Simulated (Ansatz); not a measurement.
# CO2: the cost of one run

Computed with Ansatz 0.2.0 (DFT PBE+D3(BJ), scalar-relativistic, plane waves, PAW, unless a step's input says otherwise).

## 1. Starting point

It takes space group Cmce (No. 64, orthorhombic). Conventional cell: a = 5.591 Å, b = 5.027 Å, c = 6.743 Å, α = 90.00°, β = 90.00°, γ = 90.00°. Around C (site symmetry 2/m) lie 2 O at 1.17 Å. O (site symmetry m) is surrounded by 1 C at 1.17 Å.

Coordinates:

```xyz
6
Lattice="2.7956 -2.5133 0.0000 2.7956 2.5133 0.0000 0.0000 0.0000 6.7430" Properties=species:S:1:pos:R:3 pbc="T T T"
C     0.0000    0.0000    0.0000
C     2.7956    0.0000    3.3715
O     2.7956   -1.5747    6.0459
O     2.7956    1.5747    0.6971
O     2.7956   -0.9386    2.6744
O     2.7956    0.9386    4.0686
```

It goes back to an entry of the Materials Project, which need not be the stable form.

It is the result of an earlier relaxation at this level (volume 15.79 Å³/atom; gap on the mesh: 6.53 eV).

## 2. Relaxing at 9 GPa

At a set pressure the run lowers the enthalpy E + PV, so the energy alone may rise along the way.

File input.yaml:

```yaml
crystal:
  lattice:
    - [2.63591123, -2.38737812, 0.0]
    - [2.63591123, 2.38737812, 0.0]
    - [0.0, 0.0, 6.58717491]
  atoms:
    - { symbol: C, position: [0.0, 0.0, 0.0] }
    - { symbol: C, position: [0.5, 0.5, 0.5] }
    - { symbol: O, position: [0.80650857, 0.19349143, 0.89184339] }
    - { symbol: O, position: [0.19349143, 0.80650857, 0.10815661] }
    - { symbol: O, position: [0.69349143, 0.30650857, 0.39184339] }
    - { symbol: O, position: [0.30650857, 0.69349143, 0.60815661] }
basis:
  ecutwfc: 420
kpoints:
  mp_grid: { grid: [6, 6, 4] }
hamiltonian:
  xc: pbe
  dispersion: d3bj
scf:
  occupations: { method: gaussian, width: 0.1 }
output:
  forces: true
  stress: true
  eigenvalues: true
relax:
  adjacent_minimum: "off"
  f_tol: 0.05
  max_steps: 60
  cell: { stress_tol: 0.3, p_target: 9.0 }
```

Command:

```sh
ansatz run input.yaml --threads 4 --pin off --max-ram 10240MiB --backend cpu --events-out ev --progress --plain --runs-dir out
```

Q: Estimate wall time and peak memory on 4 threads of Arm Neoverse N1, shared host.

About 17 s, with a peak of 0.39 GiB.
